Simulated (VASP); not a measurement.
# NbC (Fm-3m) in VASP: further runs, part 2 of 2

VASP 6.6.1. Earlier steps stand in the parts before.

## (4) Vibrations by finite differences, PBE

This run uses another cell than the first one, of 11.26 Å³/atom, 1.009 times its volume.

INCAR

```
PREC = Accurate
ENCUT = 520
EDIFF = 1E-8
ISMEAR = 1
SIGMA = 0.2
LREAL = False
LASPH = True
NELM = 80
ALGO = Normal
ISIF = 3
LWAVE = False
LCHARG = False
GGA = PE
IBRION = 6
NFREE = 2
POTIM = 0.015
NSW = 1
```

KPOINTS

```
regular mesh
0
Gamma
  16 16 16
```

POSCAR

```
NbC                                     
1.0
    0.0000000000      2.2413805073      2.2413805073
    2.2413805073      0.0000000000      2.2413805073
    2.2413805073      2.2413805073      0.0000000000
  Nb              C             
     1     1
Direct
     0.0000000000000000    0.0000000000000000    0.0000000000000000
     0.5000000000000000    0.5000000000000000    0.5000000000000000
```

Potentials or basis: VASP PAW PBE potentials, release 64 (Nb_sv, C).

Command:

```
$ cat potpaw_PBE.64/Nb_sv/POTCAR potpaw_PBE.64/C/POTCAR > POTCAR
$ mpirun -np 1 vasp_std > vasp.out
```

OUTCAR:

```text
PREC = Accurate
   ENCUT = 520
   EDIFF = 1E-8
   ISMEAR = 1
   LREAL = False
   LASPH = True
   NELM = 80
   ISIF = 3
   GGA = PE
   IBRION = 6
   NFREE = 2
   POTIM = 0.015
   NSW = 1

 ion  position               nearest neighbor table
   1  0.000  0.000  0.000-   2 2.24   2 2.24   2 2.24   2 2.24   2 2.24   2 2.24
   2  0.500  0.500  0.500-   1 2.24   1 2.24   1 2.24   1 2.24   1 2.24   1 2.24

  LATTYP: Found a face centered cubic cell.
 ALAT       =     4.4827610146

  Lattice vectors:

 A1 = (   0.0000000000,   2.2413805073,   2.2413805073)
 A2 = (   2.2413805073,   0.0000000000,   2.2413805073)
 A3 = (   2.2413805073,   2.2413805073,   0.0000000000)

Analysis of symmetry for initial positions (statically):
=====================================================================
 Subroutine PRICEL returns:
 Original cell was already a primitive cell.

 Routine SETGRP: Setting up the symmetry group for a
 face centered cubic supercell.

 Subroutine GETGRP returns: Found 48 space group operations
 (whereof 48 operations were pure point group operations)
 out of a pool of 48 trial point group operations.

The static configuration has the point symmetry O_h .

Analysis of symmetry for dynamics (positions and initial velocities):
=====================================================================
 Subroutine PRICEL returns:
 Original cell was already a primitive cell.
[... 727 lines left out ...]
  in kB        0.7705157     -0.0870972     -0.0870972      0.0000000      0.0000000      0.0000000
  external PRESSURE =       0.1987738 kB  Pullay stress =       0.0000000 kB
[... 17 lines left out ...]
  FREE ENERGIE OF THE ION-ELECTRON SYSTEM (eV)
  ---------------------------------------------------
  free  energy   TOTEN  =       -20.5440331059 eV

  energy  without entropy=      -20.5439748881  energy(sigma->0) =      -20.54401370

 INTERNAL STRAIN TENSORS FROM STRAINED CELLS
 ============================================

 INTERNAL STRAIN TENSOR FOR ION    1 for displacements in x,y,z  (eV/Angst):
          X           Y           Z          XY          YZ          ZX
  --------------------------------------------------------------------------------
  x     0.00000     0.00000     0.00000    -0.00000     0.00000     0.00000
  y    -0.00000    -0.00000    -0.00000     0.00000    -0.00000     0.00000
  z    -0.00000    -0.00000     0.00000     0.00000    -0.00000    -0.00000

 INTERNAL STRAIN TENSORS FROM DISPLACED ATOMS
 ============================================

 INTERNAL STRAIN TENSOR FOR ION    1 for displacements in x,y,z  (eV/Angst):
          X           Y           Z          XY          YZ          ZX
  --------------------------------------------------------------------------------
  x     0.00000     0.00000     0.00000     0.00000     0.00000     0.00000
  y     0.00000     0.00000     0.00000     0.00000     0.00000     0.00000
  z     0.00000     0.00000     0.00000     0.00000     0.00000     0.00000

 INTERNAL STRAIN TENSOR FOR ION    2 for displacements in x,y,z  (eV/Angst):
          X           Y           Z          XY          YZ          ZX
  --------------------------------------------------------------------------------
  x     0.00000     0.00000     0.00000     0.00000     0.00000     0.00000
  y     0.00000     0.00000     0.00000     0.00000     0.00000     0.00000
  z     0.00000     0.00000     0.00000     0.00000     0.00000     0.00000

 Eigenvectors and eigenvalues of the dynamical matrix
 ----------------------------------------------------

   1 f  =   15.619730 THz    98.141660 2PiTHz  521.018121 cm-1    64.597985 meV
             X         Y         Z           dx          dy          dz
      0.000000  0.000000  0.000000     0.000000    0.338377    0.000000
      2.241381  2.241381  2.241381     0.000000   -0.941011    0.000000
[... 21 lines left out ...]
   6 f/i=    0.000555 THz     0.003486 2PiTHz    0.018508 cm-1     0.002295 meV
             X         Y         Z           dx          dy          dz
      0.000000  0.000000  0.000000     0.000000   -0.941011    0.000000
      2.241381  2.241381  2.241381     0.000000   -0.338377    0.000000

--------------------------------------------------------------------------------------------------------

 ELASTIC MODULI CONTR FROM IONIC RELAXATION (kBar)
 Direction    XX          YY          ZZ          XY          YZ          ZX
 --------------------------------------------------------------------------------
 XX           0.0000      0.0000      0.0000      0.0000      0.0000      0.0000
 YY           0.0000      0.0000      0.0000      0.0000      0.0000      0.0000
 ZZ           0.0000      0.0000      0.0000      0.0000      0.0000      0.0000
 XY           0.0000      0.0000      0.0000      0.0000      0.0000      0.0000
 YZ           0.0000      0.0000      0.0000      0.0000      0.0000      0.0000
 ZX           0.0000      0.0000      0.0000      0.0000      0.0000      0.0000
 --------------------------------------------------------------------------------

 TOTAL ELASTIC MODULI (kBar)
 Direction    XX          YY          ZZ          XY          YZ          ZX
 --------------------------------------------------------------------------------
 XX        6688.6799   1172.9723   1172.9723     -0.0000      0.0000     -0.0000
 YY        1172.9723   6688.6799   1172.9723     -0.0000     -0.0000     -0.0000
 ZZ        1172.9723   1172.9723   6688.6799     -0.0000      0.0000      0.0000
 XY          -0.0000     -0.0000     -0.0000   1738.5523      0.0000      0.0000
 YZ           0.0000     -0.0000      0.0000      0.0000   1738.5523      0.0000
 ZX          -0.0000     -0.0000      0.0000      0.0000      0.0000   1738.5523
 --------------------------------------------------------------------------------
```

Run time: 31 min. Hardware: 1 thread of AMD EPYC 7R13 (Zen 3), shared host; peak memory 0.58 GiB.

The run converged, but a check on its numbers failed (symmetry, net force, bounds or a known fault of this set-up), so they aren't taken as properties of the crystal.

Caveat: elastic constants of metals need much finer meshes, so these are rough.
